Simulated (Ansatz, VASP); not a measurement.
**Cross-check of PC31 (P_C) between VASP and Ansatz**

Aim: how closely do two programs agree when they are given the same cell, functional and k mesh? The cell is taken from a series of runs on this material, whose earlier steps may have relaxed, scaled, displaced or heated it; both programs get it as it stands.

Calculated with Ansatz 0.2.0; plane waves, with VASP 6.6.1 beside it; single point at PBE0 form with 17 % exact exchange with an exact-exchange share of 0.17.

In doubt: a hybrid run on one k-point, which bears on gaps, levels and energies.

### Step 1. Set-up

The cell holds 32 atoms: 31 C and 1 P. Cell: a = 6.186 Å, b = 6.186 Å, c = 6.186 Å, α = 109.5°, β = 109.5°, γ = 109.5°. It derives from C (C (Fd-3m)). Nearest the centre at fractional (0.250, 0.250, 0.250): P32 at 0.01 Å, C7 at 1.69 Å, C10 at 1.69 Å, C6 at 1.70 Å, C1 at 1.71 Å, C17 at 2.55 Å, C28 at 2.55 Å, C20 at 2.55 Å. The cell carries charge +2.

Structure file:

```cif
data_structure
_symmetry_space_group_name_H-M 'P 1'
_symmetry_Int_Tables_number 1
_cell_length_a 6.1861
_cell_length_b 6.1861
_cell_length_c 6.1861
_cell_angle_alpha 109.471
_cell_angle_beta 109.471
_cell_angle_gamma 109.471
_cell_volume 182.24
loop_
_atom_site_label
_atom_site_type_symbol
_atom_site_fract_x
_atom_site_fract_y
_atom_site_fract_z
_atom_site_occupancy
C1 C 0.97287 0.97222 0.97341 1
C2 C 0.99422 0.24628 0.74849 1
C3 C 0.00042 0.49878 0.49998 1
C4 C 0.99422 0.74729 0.24745 1
C5 C 0.24690 0.99361 0.74847 1
C6 C 0.24676 0.24616 0.52207 1
C7 C 0.24677 0.52094 0.24733 1
C8 C 0.24691 0.74731 0.99478 1
C9 C 0.49942 0.99979 0.49996 1
C10 C 0.52154 0.24615 0.24736 1
C11 C 0.49942 0.49877 0.00097 1
C12 C 0.49368 0.74523 0.74642 1
C13 C 0.74793 0.99361 0.24746 1
C14 C 0.74792 0.24626 0.99477 1
C15 C 0.74584 0.49304 0.74639 1
C16 C 0.74585 0.74522 0.49422 1
C17 C 0.99752 0.99690 0.74549 1
C18 C 0.99853 0.25090 0.50643 1
C19 C 0.99853 0.50525 0.25208 1
C20 C 0.99752 0.74430 0.99809 1
C21 C 0.25155 0.99796 0.50645 1
C22 C 0.25153 0.50526 0.99909 1
C23 C 0.25175 0.75120 0.75237 1
C24 C 0.50587 0.99792 0.25208 1
C25 C 0.50590 0.25092 0.99914 1
C26 C 0.50419 0.50355 0.75829 1
C27 C 0.50419 0.75711 0.50474 1
C28 C 0.74493 0.99689 0.99807 1
C29 C 0.75179 0.25112 0.75235 1
C30 C 0.75775 0.50358 0.50475 1
C31 C 0.75181 0.75120 0.25230 1
P32 P 0.24950 0.24893 0.25005 1
```

### Step 2. Ansatz: single point, PBE0 form with 17 % exact exchange with an exact-exchange share of 0.17

Ansatz runs on its default PAW (the set named soft_2) files.

With cell and atoms fixed, the geometry can't cause a difference; cores, projectors, grids and the points listed under the comparison can.

input.yaml

```yaml
crystal:
  checkpoint: "../qp2_M1.relax.run"
  host: checkpoint
total_charge: 2
basis:
  ecutwfc: 420
  xc_grid: 2
hamiltonian:
  xc: { preset: pbe0, exx: 0.17 }
kpoints:
  mp_grid: { grid: [1, 1, 1] }
magnetization:
  spin_polarized: true
  initial_magnetization: 1
  spin_locking: { lock_magnetization: hard }
scf:
  occupations: { method: fixed }
  max_iter: 80
output:
  forces: true
  charged_corrections:
    epsilon: 5.87
    static_epsilon: 5.87
    defect_position: [0.25, 0.25, 0.25]
  eigenvalues: true
  eigenstates: { localisation: true }
  populations: true
  efg: {}
  write_density: true
  write_potential: true
  volumetric_format: npy
checkpoint:
  read: "../qp2_M1.relax.run"
  write: "../qp2_M1.hyb.run"
  compress: false
  write_wavefunctions: false
  write_every: 100000
```

Launch:

```
> ansatz run input.yaml --threads 4 --pin off --max-ram 9420MiB --backend cpu --events-out ev --progress --plain --runs-dir out
```

Numbers of over 12 decimals in the logs are rounded to 6 here.

The log of the run:

```text
Warning: checkpoint.read: hamiltonian.xc differs: saved pbe, current {"exchange":"pbe","correlation":"pbe","exx":{"coeff":0.17,"omega":null}}; the SCF iterates under this deck's functional from the saved state
crystal.checkpoint: the structure is that of <dir>, a `relax` run, at its step 8: its result, under pbe at a charge of 2 e; 32 atoms read, 0 with a starting moment; this deck's functional is {"exchange":"pbe","correlation":"pbe","exx":{"coeff":0.17,"omega":null}}; crystal.structure_sha256 for this input is
Engine: ansatz 0.2.0, aarch64-unknown-linux-gnu
Pseudopotentials: kind: paw
Pseudopotential: C, paw, valence charge 4, recommended cutoff 420 eV (normal), C.paw.azcp
Pseudopotential: P, paw, valence charge 5, recommended cutoff 420 eV (normal), P.paw.azcp
Functional definition: unnamed
  parameter a_1 = 0.17
  exchange = (1 - a_1)*pbe_x + a_1*exact_x
  correlation = pbe_c
davidson cushion auto → on  (no smearing: the cushion is to keep the highest requested band from converging to the state above it; pin scf.eigensolver.cushion to override)
Crystal: 32 atoms, lattice volume = 182.236 Å³
Basis set: ecut = 420 eV, 3559 PW (Γ), exchange–correlation on 90×90×90 points (8 copies of the dense FFT grid, shifted against one another)
Bands: 96, of which v1, the nominal top of the filled ones, is band 64 counted from 1 (63 counted from 0)
Symmetry: 1 space group operations
Space group: P1 (ITA 1), of the structure as read, at distance tolerance 5.7e-5 Å
Magnetic group: BNS 1.1 (UNI 1), of the structure as read, at distance tolerance 5.7e-5 Å
k-points: 1
Non-local potential: C, projectors of the file, l = 0: 2, l = 1: 2, l = 2: 1
Non-local potential: P, projectors of the file, l = 0: 2, l = 1: 2, l = 2: 2
PAW form: soft (Blöchl's): semilocal exchange-correlation on the pseudo side does not see the compensation charge
PAW frozen core: C, regenerated for the run's functional, and the local potential with it (the file was generated under x = pbe(κ = 0.804, μ = 0.219515), c = pbe(β = 0.066725))
PAW frozen core: P, regenerated for the run's functional, and the local potential with it (the file was generated under x = pbe(κ = 0.804, μ = 0.219515), c = pbe(β = 0.066725))
PAW one-centre angular grid: C, 110 points (default); XC on 64 Gauss nodes
PAW one-centre angular grid: P, 110 points (default); XC on 64 Gauss nodes
Initial density: read from a saved state, or passed on in memory by an earlier SCF of this step, an earlier step, the calling program or the single point that the run made first
Starting moments: Σ|m| = 1 μB on 32 of 32 sites; this step starts from the density that it was given
Initial wavefunctions: pseudopotential atomic-orbital guess
Functional: x = pbe(κ = 0.804, μ = 0.219515), c = pbe(β = 0.066725), warm-up for x = 0.83 pbe(κ = 0.804, μ = 0.219515) + 0.17 exact, c = pbe(β = 0.066725)
iter 1 solved again at ethr=1.21e-7 eV; its pass at ethr=1.00e-1 eV (dr2=1.54e-4 eV) is discarded
SCF iter   1: F=—  HF=-8550.808486 eV  |F-HF|=—  |Δ(HF+E_count)|=         —  Δρ=9.30e-5 (↑9.30e-5 ↓9.13e-5)  dr2=4.83e-5  dr2_m=1.12e-8  M=1.000 μB ∫|m|=1.066 μB  β_m=0.30  ethr=1.21e-7  ⟨swp⟩=9.0  Hψ=1704  notcnv=0
preconditioner: auto → none  [insulator: Δε(μ)=0.766 eV  Ē_g=16.558 eV  n_scr=54 (ndim 8)  ℏωp=31.0 eV  f_vac=0.000]
SCF iter   2: F=—  HF=-8550.808470 eV  |F-HF|=—  |Δ(HF+E_count)|=   1.59e-5  Δρ=5.61e-5 (↑5.61e-5 ↓5.49e-5)  dr2=1.41e-5  dr2_m=2.49e-9  M=1.000 μB ∫|m|=1.066 μB  β_m=0.46  ethr=3.81e-8  ⟨swp⟩=3.0  Hψ=452  notcnv=0
iter 3 solved again at ethr=5.35e-10 eV; its pass at ethr=1.11e-8 eV (dr2=6.79e-7 eV) is discarded
SCF iter   3: F=-8550.808463 eV  HF=-8550.808463 eV  |F-HF|=5.29e-7  |Δ(HF+E_count)|=   6.74e-6  Δρ=1.16e-5 (↑1.16e-5 ↓1.14e-5)  dr2=7.01e-7  dr2_m=4.10e-10  M=1.000 μB ∫|m|=1.066 μB  ethr=5.35e-10  ⟨swp⟩=3.0  Hψ=940  notcnv=0
SCF 1 stopped early in 3 iterations: F = -8550.808463 eV  dr2 = 7.01e-7
  greatest PAW one-centre occupation: 0.798 electrons in one spin orbital (limit 2), on the P atom at site 21 (counted from 0), in its partial waves of l = 0
Initial density: handed on by an earlier stage of this run
Initial wavefunctions: those handed on with the density
Functional: x = 0.83 pbe(κ = 0.804, μ = 0.219515) + 0.17 exact, c = pbe(β = 0.066725)
Exchange kernel: α = 0.1700, full range, Wigner–Seitz truncation, v(0) = 1114.5159 eV·Å³, q-mesh 1×1×1, nearest image of the exchange supercell L = 6.19 Å, pair-density grid 25×25×25, without the augmentation charges, whose exchange is taken in its separable form (sized by the pseudopotential files, 36×36×36 at the most)
Frozen-core exchange: fock
[...]
electrostatic potential = -419.841339 V   contact ρ = 864.720432 e/Å³   contact ρ_s (e/Å³): all electrons -0.005515, valence +0.027563
  atom   7  C  V_zz =    +0.994180   η = 0.8099   by run symmetry: allowed
            electrostatic potential = -419.841219 V   contact ρ = 864.720541 e/Å³   contact ρ_s (e/Å³): all electrons -0.005535, valence +0.027515
  atom   8  C  V_zz =    +1.057000   η = 0.5819   by run symmetry: allowed
            electrostatic potential = -419.574303 V   contact ρ = 864.634539 e/Å³   contact ρ_s (e/Å³): all electrons -0.012425, valence +0.018942
  atom   9  C  V_zz =    +0.594641   η = 0.7428   by run symmetry: allowed
[...]
electrostatic potential = -419.574297 V   contact ρ = 864.634507 e/Å³   contact ρ_s (e/Å³): all electrons -0.012421, valence +0.018940
  atom  14  C  V_zz =    +1.057440   η = 0.5810   by run symmetry: allowed
            electrostatic potential = -419.573979 V   contact ρ = 864.634710 e/Å³   contact ρ_s (e/Å³): all electrons -0.012412, valence +0.018963
  atom  15  C  V_zz =    +0.652555   η = 0.7404   by run symmetry: allowed
            electrostatic potential = -419.535453 V   contact ρ = 864.643001 e/Å³   contact ρ_s (e/Å³): all electrons -0.004469, valence +0.032163
  atom  16  C  V_zz =    +0.651734   η = 0.7411   by run symmetry: allowed
            electrostatic potential = -419.535216 V   contact ρ = 864.642963 e/Å³   contact ρ_s (e/Å³): all electrons -0.004471, valence +0.032162
  atom  17  C  V_zz =    -0.502111   η = 0.9773   by run symmetry: allowed
            electrostatic potential = -419.364927 V   contact ρ = 864.674368 e/Å³   contact ρ_s (e/Å³): all electrons -0.013398, valence +0.021093
  atom  18  C  V_zz =    +0.774228   η = 0.9465   by run symmetry: allowed
            electrostatic potential = -419.409325 V   contact ρ = 864.664620 e/Å³   contact ρ_s (e/Å³): all electrons -0.014398, valence +0.016379
  atom  19  C  V_zz =    +0.774882   η = 0.9476   by run symmetry: allowed
            electrostatic potential = -419.408720 V   contact ρ = 864.664811 e/Å³   contact ρ_s (e/Å³): all electrons -0.014398, valence +0.016394
  atom  20  C  V_zz =    -0.502304   η = 0.9763   by run symmetry: allowed
            electrostatic potential = -419.365116 V   contact ρ = 864.674369 e/Å³   contact ρ_s (e/Å³): all electrons -0.013405, valence +0.021089
  atom  21  C  V_zz =    +0.775595   η = 0.9457   by run symmetry: allowed
            electrostatic potential = -419.408661 V   contact ρ = 864.664956 e/Å³   contact ρ_s (e/Å³): all electrons -0.014377, valence +0.016448
  atom  22  P  V_zz =    +1.725216   η = 0.0070   by run symmetry: allowed
            electrostatic potential = -1499.077656 V   contact ρ = 16002.540495 e/Å³   contact ρ_s (e/Å³): all electrons -0.079820, valence -0.079335
  atom  23  C  V_zz =    +0.774110   η = 0.9490   by run symmetry: allowed
            electrostatic potential = -419.408801 V   contact ρ = 864.664711 e/Å³   contact ρ_s (e/Å³): all electrons -0.014388, valence +0.016394
  atom  24  C  V_zz =    +0.847310   η = 0.1633   by run symmetry: allowed
            electrostatic potential = -419.734450 V   contact ρ = 864.606484 e/Å³   contact ρ_s (e/Å³): all electrons -0.017537, valence +0.014766
  atom  25  C  V_zz =    +0.774287   η = 0.9464   by run symmetry: allowed
            electrostatic potential = -419.409334 V   contact ρ = 864.664593 e/Å³   contact ρ_s (e/Å³): all electrons -0.014405, valence +0.016380
  atom  26  C  V_zz =    +0.775645   η = 0.9448   by run symmetry: allowed
            electrostatic potential = -419.408792 V   contact ρ = 864.664902 e/Å³   contact ρ_s (e/Å³): all electrons -0.014381, valence +0.016437
  atom  27  C  V_zz =    +1.194068   η = 0.2446   by run symmetry: allowed
            electrostatic potential = -419.396009 V   contact ρ = 864.655525 e/Å³   contact ρ_s (e/Å³): all electrons -0.016919, valence +0.007529
  atom  28  C  V_zz =    +1.193915   η = 0.2446   by run symmetry: allowed
            electrostatic potential = -419.395706 V   contact ρ = 864.655387 e/Å³   contact ρ_s (e/Å³): all electrons -0.016904, valence +0.007522
  atom  29  C  V_zz =    -0.501850   η = 0.9757   by run symmetry: allowed
            electrostatic potential = -419.365017 V   contact ρ = 864.674240 e/Å³   contact ρ_s (e/Å³): all electrons -0.013404, valence +0.021074
  atom  30  C  V_zz =    +0.846335   η = 0.1623   by run symmetry: allowed
            electrostatic potential = -419.734660 V   contact ρ = 864.606423 e/Å³   contact ρ_s (e/Å³): all electrons -0.017537, valence +0.014770
  atom  31  C  V_zz =    +1.194326   η = 0.2450   by run symmetry: allowed
            electrostatic potential = -419.396252 V   contact ρ = 864.655529 e/Å³   contact ρ_s (e/Å³): all electrons -0.016916, valence +0.007535
  atom  32  C  V_zz =    +0.847910   η = 0.1633   by run symmetry: allowed
            electrostatic potential = -419.734427 V   contact ρ = 864.606619 e/Å³   contact ρ_s (e/Å³): all electrons -0.017531, valence +0.014790
--- Charged-cell corrections in eV (Makov–Payne, q = +2.000 e, ε = 5.870) ---
  F (periodic)     = -8554.136441  (uncorrected; the corrections below are reported, never added to it)
  E_corr1          = +2.499570  (monopole, q²α_M/2εL)
  F Makov-Payne    = -8551.636871  (F + E_corr1; no measured alignment; for a localised charge, not one spread in a band: unchecked)
  no potential alignment in this run, which stands beside a crystal: run the host's input off ansatz write-host-input, and read the two finished runs by ansatz place-levels (neither reads a slab, a wire or a sheet, whose cell leaves a vacuum)
--- Band table (eV) ---
  k-point 0 ↑: bands = [... 60 lower, 10.2217, 12.8115, 12.8124, 13.4441, 18.4851, 18.4904, 18.4914, 18.8999, ... 28 higher]
  k-point 0 ↓: bands = [... 60 lower, 10.4101, 12.8316, 12.8325, 14.7013, 18.5162, 18.5203, 18.5213, 18.9268, ... 28 higher]
--- Löwdin populations: 32 sites ---
  site symbol       q [e]    m [muB]
     0      C      4.1652     0.0414
     1      C      3.9375     0.0308
     2      C      3.9368     0.0369
     3      C      3.9374     0.0308
     4      C      3.9374     0.0308
     5      C      4.1799     0.0326
     6      C      4.1800     0.0326
     7      C      3.9374     0.0308
     8      C      3.9368     0.0369
     9      C      4.1799     0.0326
    10      C      3.9368     0.0369
    11      C      3.9369     0.0359
    12      C      3.9375     0.0308
    13      C      3.9375     0.0308
    14      C      3.9369     0.0359
    15      C      3.9369     0.0359
    16      C      3.9400     0.0324
    17      C      3.9373     0.0300
    18      C      3.9373     0.0300
    19      C      3.9400     0.0324
    20      C      3.9373     0.0301
    21      P      3.4220     0.0054
    22      C      3.9373     0.0300
    23      C      3.9333     0.0294
    24      C      3.9373     0.0300
    25      C      3.9373     0.0301
    26      C      3.9386     0.0225
    27      C      3.9386     0.0225
    28      C      3.9400     0.0323
    29      C      3.9333     0.0294
    30      C      3.9386     0.0225
    31      C      3.9333     0.0294
  spilling = 0.004470 (of n_electrons = 127.000000)
```

(Part 1 of 2 ends here.)

[Lines on the potential files, build, host, timing and source positions are cut from VASP's logs without a mark.]

[Logs are printed without paths, hosts, clocks, repeated set-up lines and the standing remarks that a program may print on its own settings, such as how far it seeks lower states.]

[Hosts, paths, dates, database ids (printed as entryN), source tags and the programs' standing remarks are cut or masked in the printed files.]
